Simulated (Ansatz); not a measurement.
# ZnSe: the cost of one run

Method: DFT PBE, scalar-relativistic, plane waves, PAW, in Ansatz 0.2.0.

## 1. The starting structure

The structure is hexagonal, space group P-6m2 (No. 187). The conventional cell has a = 3.822 Å, b = 3.822 Å, c = 19.000 Å, α = 90.00°, β = 90.00°, γ = 120.00°. Zn (site symmetry 3m) is surrounded by 3 Se at 2.49 Å and 1 Zn at 2.64 Å. Se (site symmetry 3m) is surrounded by 3 Zn at 2.49 Å.

As a file:

```cif
data_structure
_symmetry_space_group_name_H-M 'P-6m2'
_symmetry_Int_Tables_number 187
_cell_length_a 3.8219
_cell_length_b 3.8219
_cell_length_c 19.0000
_cell_angle_alpha 90.000
_cell_angle_beta 90.000
_cell_angle_gamma 120.000
_cell_volume 240.35
loop_
_atom_site_label
_atom_site_type_symbol
_atom_site_symmetry_multiplicity
_atom_site_Wyckoff_symbol
_atom_site_fract_x
_atom_site_fract_y
_atom_site_fract_z
_atom_site_occupancy
Zn1 Zn 2 g 0.00000 0.00000 0.43042 1
Se1 Se 2 i 0.66667 0.33333 0.36955 1
```

The cell is invented: species swapped into a sheet modelled on a layer of GaS, with Zn on the Ga sites and Se on the S sites. Lengths come from tabulated atomic sizes and are only a guess.

It is a sheet, periodic along a and b, with vacuum along c; volumes and pressures of the box carry no meaning, and space groups named for it are those of the box.

## 2. Probe: one point on a coarse mesh

The input, input.yaml:

```yaml
crystal:
  lattice:
    - [3.82189321, 0.0, 0.0]
    - [-1.91094714, 3.30985745, 0.0]
    - [0.0, 0.0, 19.0]
  atoms:
    - { symbol: Zn, position: [0.33333333, 0.66666667, 0.43042429] }
    - { symbol: Zn, position: [0.33333333, 0.66666667, 0.56957571] }
    - { symbol: Se, position: [0.0, 0.0, 0.36954555] }
    - { symbol: Se, position: [0.0, 0.0, 0.63045445] }
  periodic: [true, true, false]
basis:
  ecutwfc: 420
kpoints:
  mp_grid: { grid: [6, 6, 1] }
hamiltonian:
  xc: pbe
scf:
  occupations: { method: gaussian, width: 0.1 }
  lower_state_search: "off"
output:
  forces: true
  stress: true
  eigenvalues: true
```

The run is started by

```console
$ ansatz run input.yaml --threads 1 --pin off --max-ram 2048MiB --backend cpu --events-out ev --progress --plain --runs-dir out
```

**Question.** How long does this run take on 1 thread of Arm Neoverse V1, shared host, and how much memory does it need?

About 10 s, with a peak of 0.51 GiB.
